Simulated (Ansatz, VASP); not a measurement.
# BAs in two plane-wave programs, part 2 of 2

Aim: how closely do two programs agree when they are given the same cell, functional and k mesh? The cell is taken from a series of VASP runs on this material, whose earlier steps may have relaxed, scaled or displaced it; both programs get it as it stands.

VASP 6.6.1 and Ansatz 0.2.0.

So far: The structure; VASP: band structure, PBE0.

## (3) Ansatz: band structure, PBE0

Level of this step: Ansatz beside VASP: Kohn-Sham DFT, plane waves, PBE0 (Ansatz).

Ansatz runs on its default PAW (the set named soft_2) files.

The same cell, functional, mesh and smearing now go to Ansatz, which takes its cutoff from its data sets.

input.yaml reads:

```yaml
crystal:
  lattice:
    - [0.0, 2.3885, 2.3885]
    - [2.3885, 0.0, 2.3885]
    - [2.3885, 2.3885, 0.0]
  atoms:
    - { symbol: As, position: [0.75, 0.75, 0.75] }
    - { symbol: B, position: [0.0, 0.0, 0.0] }
hamiltonian:
  xc: pbe0
  pseudopotentials: { kind: paw }
kpoints:
  mp_grid: { grid: [5, 5, 5] }
  band_path:
    path:
      - [0.0, 0.0, 0.0]
      - [0.38889, 0.0, 0.38889]
      - [0.5, 0.0, 0.5]
      - [0.5, 0.22222, 0.72222]
      - [0.40278, 0.34722, 0.75]
      - [0.125, 0.125, 0.25]
      - [0.27778, 0.27778, 0.27778]
      - [0.55556, 0.38889, 0.55556]
      - [0.58333, 0.25, 0.66667]
      - [0.5, 0.30556, 0.69444]
      - [0.48611, 0.48611, 0.52778]
      - [0.625, 0.25, 0.625]
      - [0.5, 0.0, 0.5]
    npoints: 1
scf:
  occupations: { method: gaussian, width: 0.03 }
  n_extra_bands: 7
output:
  forces: true
  stress: true
  eigenvalues: true
```

Command:

```bash
$ ansatz run input.yaml --threads 4 --pin off --max-ram 9216MiB --backend cpu --events-out ev --progress --plain --runs-dir out
```

Numbers of over 12 decimals in the logs are rounded to 6 here.

Log:

```text
Warning: output.stress: scf.convergence.dr2_threshold = 1e-7 eV (the SCF's general default) is looser than the 2e-10 eV advised for a printed stress (1e-10 eV for each atom of the cell: 2). What an SCF threshold leaves in a stress goes as its square root, and in the free energy as the threshold itself, and one threshold admits the most on a small cell: [figures from the program's tests cut] Set scf.convergence.dr2_threshold to 2e-10 eV or tighter. The threshold is an SCF's pass mark: one that does not reach it within its budget of iterations ends unconverged, or closes short of it on a stop that the run arms, and scf.convergence.dr2_threshold's page says what that costs each kind of run
Warning: output.stress: scf.exx.energy_threshold = 1e-6 eV is looser than the 2e-8 eV advised for a stress under a hybrid functional (1e-8 eV for each atom of the cell: 2). Every SCF of the exchange loop can meet its threshold on dr2 while the loop round them stops early: no threshold on dr2 bounds what that leaves in the stress. Set scf.exx.energy_threshold to 2e-8 eV or tighter. The threshold is the loop's pass mark: a loop that does not reach it within its budget of cycles ends unconverged, and scf.exx.energy_threshold's page has the law
scf.n_extra_bands = 7 over 9 filled bands (N_el = 18.0): the run solves 16 bands
Engine: ansatz 0.2.0, x86_64-unknown-linux-gnu
Pseudopotentials: kind: paw
Pseudopotential: As, paw, valence charge 15, recommended cutoff 420 eV (normal), As.paw.azcp
Pseudopotential: B, paw, valence charge 3, recommended cutoff 420 eV (normal), B.paw.azcp
Functional definition: PBE0
  parameter a = 0.25
  parameter kappa = 0.804
  parameter beta = 0.066725
  exchange = (1 - a)*pbe_x(kappa = kappa, mu = beta*pi^2/3) + a*exact_x
  correlation = pbe_c(beta = beta)
Crystal: 2 atoms, lattice volume = 27.252 Å³
Basis set: ecut = 420 eV, 531 PW (Γ), exchange–correlation on 48×48×48 points (8 copies of the dense FFT grid, shifted against one another)
Bands: 16, of which v1, the nominal top of the filled ones, is band 9 counted from 1 (8 counted from 0)
Symmetry: 24 space group operations
Space group: F-43m (ITA 216), of the structure as read, at distance tolerance 3.0e-5 Å
k-points: 10 of 125 (time reversal used)
Non-local potential: As, projectors of the file, l = 0: 2, l = 1: 2, l = 2: 3, l = 3: 1
Non-local potential: B, projectors of the file, l = 0: 2, l = 1: 2, l = 2: 1
PAW form: soft (Blöchl's): semilocal exchange-correlation on the pseudo side does not see the compensation charge
PAW frozen core: As, regenerated for the run's functional, and the local potential with it (the file was generated under x = pbe(κ = 0.804, μ = 0.219515), c = pbe(β = 0.066725))
PAW frozen core: B, regenerated for the run's functional, and the local potential with it (the file was generated under x = pbe(κ = 0.804, μ = 0.219515), c = pbe(β = 0.066725))
PAW one-centre angular grid: As, 590 points (default); XC on 64 Gauss nodes
PAW one-centre angular grid: B, 110 points (default); XC on 64 Gauss nodes
Initial density: superposition of atomic densities (neutral atoms: chi_scale 0, normalization atom), corrected by the library's trained network
Initial wavefunctions: pseudopotential atomic-orbital guess
Functional: x = pbe(κ = 0.804, μ = 0.219515), c = pbe(β = 0.066725), warm-up for x = 0.75 pbe(κ = 0.804, μ = 0.219515) + 0.25 exact, c = pbe(β = 0.066725)
SCF iter   1: F=—  HF=-5012.043202 eV  |F-HF|=—  |Δ(HF+E_count)|=         —  Δρ=1.25e-3  dr2=3.29e-4  ethr=1.77e-3  ⟨swp⟩=9.2  Hψ=729  notcnv=0
preconditioner: auto → none  [insulator: Δε(μ)=1.183 eV  Ē_g=15.620 eV  σ=0.030 eV  W_gap=1.00  n_scr=8 (ndim 8)  ℏωp=20.1 eV  f_vac=0.001  D(μ)=0.00/eV (n_scr^D=0)]
SCF iter   2: F=-5012.043327 eV  HF=-5012.043287 eV  |F-HF|=3.98e-5  |Δ(HF+E_count)|=   8.50e-5  Δρ=5.73e-4  dr2=6.93e-5  ethr=1.83e-6  ⟨swp⟩=4.1  Hψ=419  notcnv=0
SCF 1 stopped early in 2 iterations: F = -5012.043327 eV  dr2 = 6.93e-5
  greatest PAW one-centre occupation: 0.999 electrons in one spin orbital (limit 2), on the As atom at site 0 (counted from 0), in its partial waves of l = 2
Initial density: handed on by an earlier stage of this run
Initial wavefunctions: those handed on with the density
Functional: x = 0.75 pbe(κ = 0.804, μ = 0.219515) + 0.25 exact, c = pbe(β = 0.066725)
Frozen-core exchange: fock
SCF iter   1: F=—  HF=-5013.462720 eV  |F-HF|=—  |Δ(HF+E_count)|=         —  Δρ=6.45e-3  dr2=6.20e-3  ethr=3.85e-6  ⟨swp⟩=5.4  Hψ=693  notcnv=0
preconditioner: auto → none  [insulator: Δε(μ)=2.476 eV  Ē_g=18.194 eV  σ=0.030 eV  W_gap=1.00  n_scr=8 (ndim 8)  ℏωp=20.1 eV  f_vac=0.001  D(μ)=0.00/eV (n_scr^D=0)]
SCF iter   2: F=—  HF=-5013.456072 eV  |F-HF|=—  |Δ(HF+E_count)|=   6.65e-3  Δρ=2.93e-3  dr2=1.56e-3  ethr=3.85e-6  ⟨swp⟩=4.0  Hψ=471  notcnv=0
SCF iter   3: F=—  HF=-5013.455786 eV  |F-HF|=—  |Δ(HF+E_count)|=   2.86e-4  Δρ=1.28e-3  dr2=5.91e-4  ethr=3.85e-6  ⟨swp⟩=2.0  Hψ=251  notcnv=0
SCF iter   4: F=—  HF=-5013.460789 eV  |F-HF|=—  |Δ(HF+E_count)|=   5.00e-3  Δρ=7.41e-4  dr2=6.34e-5  ethr=8.32e-7  ⟨swp⟩=4.0  Hψ=445  notcnv=0
iter 5 solved again at ethr=3.25e-9 eV; its pass at ethr=3.20e-7 eV (dr2=5.85e-7 eV) is discarded
SCF iter   5: F=—  HF=-5013.460751 eV  |F-HF|=—  |Δ(HF+E_count)|=   3.85e-5  Δρ=5.94e-5  dr2=7.95e-6  ethr=3.25e-9  ⟨swp⟩=3.1  Hψ=614  notcnv=0  defer=1
SCF iter   6: F=-5013.460809 eV  HF=-5013.460810 eV  |F-HF|=9.43e-7  |Δ(HF+E_count)|=   5.96e-5  Δρ=8.79e-5  dr2=1.57e-6  ethr=3.25e-9  ⟨swp⟩=4.0  Hψ=455  notcnv=0
SCF 2 stopped early in 6 iterations: F = -5013.460809 eV  dr2 = 1.57e-6
hybrid outer 1: dexx = +5.628e-3 eV, tail = 6.04e-5 eV
Frozen-core exchange: fock
SCF iter   1: F=—  HF=-5013.461063 eV  |F-HF|=—  |Δ(HF+E_count)|=         —  Δρ=7.68e-5  dr2=9.03e-7  ethr=1.68e-6  ⟨swp⟩=2.6  Hψ=326  notcnv=0
preconditioner: auto → none  [insulator: Δε(μ)=2.528 eV  Ē_g=18.201 eV  σ=0.030 eV  W_gap=1.00  n_scr=8 (ndim 8)  ℏωp=20.1 eV  f_vac=0.001  D(μ)=0.00/eV (n_scr^D=0)]
SCF iter   2: F=—  HF=-5013.461063 eV  |F-HF|=—  |Δ(HF+E_count)|=   4.91e-9  Δρ=1.33e-5  dr2=6.12e-8  ethr=4.70e-9  ⟨swp⟩=4.0  Hψ=382  notcnv=0
SCF iter   3: F=-5013.461063 eV  HF=-5013.461063 eV  |F-HF|=3.05e-10  |Δ(HF+E_count)|=   2.04e-7  Δρ=6.41e-6  dr2=4.13e-9  ethr=1.17e-10  ⟨swp⟩=4.0  Hψ=402  notcnv=0
SCF 3 converged in 3 iterations: F = -5013.461063 eV  dr2 = 4.13e-9
  Residual-converged pass: ⟨swp⟩=2.3  Hψ=253  notcnv=0  max |occ|·‖R‖ = 2.1e-6 eV (tolerance 2.4e-6 eV)  dr2=4.13e-9  dr2_onsite=1.09e-9  max |Δocc| = 0.0e0
hybrid outer 2: dexx = +3.171e-7 eV, tail = 2.95e-8 eV, Δε = 1.55e-3 eV (about 7.80e-5 eV left of the loop's levels)
NSCF: frozen V_eff on 13 k-points
hybrid SCF converged: 2 outer / 9 inner (+2 warm-up), last move |dexx| = 3.17e-7 eV, tail = 2.95e-8 eV
Stability not checked: this state was not tested for a lower state beside it, because the functional holds exact exchange (a hybrid, or Hartree-Fock), whose exchange loop this test does not read (fock_operator; see scf.lower_state_search)
Free energy (F): -5013.461063 eV
Frozen-core exchange: fock
Harris-Foulkes:  -5013.461063 eV  (|F-HF|=3.05e-10)
Internal energy: -5013.461063 eV  (E = F + TS)
E sigma→0 (E₀):  -5013.461063 eV
Fermi energy:    11.668281 eV
--- Per-component energies (eV) ---
  E_band       = -264.216225
  E_kinetic    = 151.276623
  E_local      = -1693.779082  (includes V_loc(G=0)·N_el)
  E_nonlocal   = -658.510935
  E_hartree    = 941.023770
  E_xc         = -86.116438
  E_vxc        = -91.064180  (∫ρ·V_xc dr)
  E_exx        = -74.167062  (= α·E_x^exact, valence–valence)
  E_paw        = -1866.611721  (= ΣΔE_a)
  E_vpaw       = 294.149317  (= ΣTr[D̂ρ^β])
  E_aug_tail   = 0.000007  (compensation charges beyond the density's cutoff)
  E_ewald      = -1725.774997
  E_core_change = -0.801228  (= ΣΔE_core)
  E_smearing   = -0.000000  (= −TS)
  E_closure    = -0.000000  (closes the sum)
  Σ components = -5013.461063   (vs F -5013.461063, Δ=0.00e0)
--- Forces (eV/Å), atoms counted from 1 ---
  atom   1  As    -0.00000000     0.00000000    -0.00000000
  atom   2  B     -0.00000000    -0.00000000    -0.00000000
  max |Σ_I F_I| component: 5.25e-16 eV/Å
--- Stress (GPa, compression-positive) ---
       -0.424994       0.000000      -0.000000
       -0.000000      -0.424994       0.000000
        0.000000       0.000000      -0.424994
  P = ⅓ Tr σ = -0.4250 GPa (-4.250 kbar)
--- Band table (eV; the first three rows and the last of 10) ---
  k-point 0: bands = [... 5 lower, -6.6345, 10.4042, 10.4042, 10.4042, 15.2159, 15.2159, 15.2159, 16.9968, ... 3 higher]
  k-point 1: bands = [... 5 lower, -5.9180, 6.2729, 9.4552, 9.4552, 15.2145, 16.4338, 16.4338, 19.5613, ... 3 higher]
  k-point 2: bands = [... 5 lower, -4.0386, 1.5835, 8.5103, 8.5103, 14.7391, 16.8813, 16.8813, 21.1824, ... 3 higher]
  k-point 9: bands = [... 5 lower, -2.4822, 1.8666, 4.3756, 5.8334, 16.4585, 17.4004, 18.3081, 22.2310, ... 3 higher]
```

The job ended after 53 s (4 threads of Intel Xeon Platinum 8559C (Emerald Rapids), shared host; peak memory 0.7 GiB).

Reading the cycles: dr2 is the Hartree energy of the density residual (eV), the measure of convergence; HF is the Harris–Foulkes estimate of the energy, which meets the free energy F at convergence.

## (4) Side by side

Known differences besides the potentials themselves: exact exchange at q = 0 is treated differently, which shows on coarse meshes; VASP keeps PBE cores, Ansatz makes them for the functional; the data sets hold 18 valence electrons in Ansatz (default PAW (the set named soft_2) files) and 8 in VASP; the cutoff is 420 eV in Ansatz and 370 eV in VASP; VASP takes a coarser grid for exact exchange (PRECFOCK = Fast). Total energies have different zeros and are not compared.

Compared:

```
                     quantity  Ansatz   VASP  difference
gap over the path points (eV)   2.530  2.552      -0.022
```

Levels at points of the path, from each program's valence-band top (eV; 3 filled, then empty):

```
k (reciprocal lattice)                             Ansatz                               VASP
     0.000 0.000 0.000      0.00 0.00 0.00 4.81 4.81 4.81      0.00 0.00 0.00 4.82 4.82 4.82
     0.389 0.000 0.389  -7.93 -4.21 -4.21 2.53 3.82 12.45  -7.91 -4.19 -4.19 2.55 3.84 12.41
     0.500 0.000 0.500  -9.57 -4.51 -4.51 2.78 2.84 13.75  -9.54 -4.50 -4.50 2.80 2.87 13.71
     0.500 0.222 0.722   -9.09 -6.00 -5.70 6.61 7.24 9.12   -9.07 -5.97 -5.68 6.62 7.24 9.11
     0.403 0.347 0.750  -9.14 -6.53 -4.07 3.77 7.32 10.93  -9.12 -6.51 -4.06 3.79 7.32 10.91
     0.125 0.125 0.250   -3.60 -2.42 -0.51 5.51 5.62 6.39   -3.58 -2.39 -0.49 5.52 5.62 6.39
     0.278 0.278 0.278   -6.16 -1.42 -1.42 4.58 6.42 6.42   -6.14 -1.41 -1.41 4.60 6.42 6.42
     0.556 0.389 0.556   -9.45 -4.26 -2.69 4.70 7.28 7.93   -9.43 -4.23 -2.68 4.72 7.28 7.92
     0.583 0.250 0.667  -9.12 -6.49 -4.30 4.14 7.34 10.57  -9.11 -6.47 -4.29 4.15 7.34 10.55
     0.500 0.306 0.694   -8.96 -6.27 -4.83 6.30 7.37 8.92   -8.94 -6.25 -4.81 6.31 7.37 8.92
```

Among the levels compared at these points, filled levels agree within 28 meV and empty ones within 45 meV.

## (5) What came out

```json
{
  "difference in gap over the path points (band structure, PBE0)": "-0.022 eV"
}
```

In words: The difference in gap over the path points is -0.022 eV (band structure, PBE0), within the 0.08 eV picked in this series as the mark of a large difference. How closely two codes agree says nothing of how well the functional describes the real material.

[Lines on the potential files, build, host, timing and source positions are cut from VASP's logs without a mark.]

[Logs are printed without paths, hosts, clocks, repeated set-up lines and the standing remarks that a program may print on its own settings, such as how far it seeks lower states.]

[Hosts, paths, dates, database ids (printed as entryN), source tags and the programs' standing remarks are cut or masked in the printed files.]
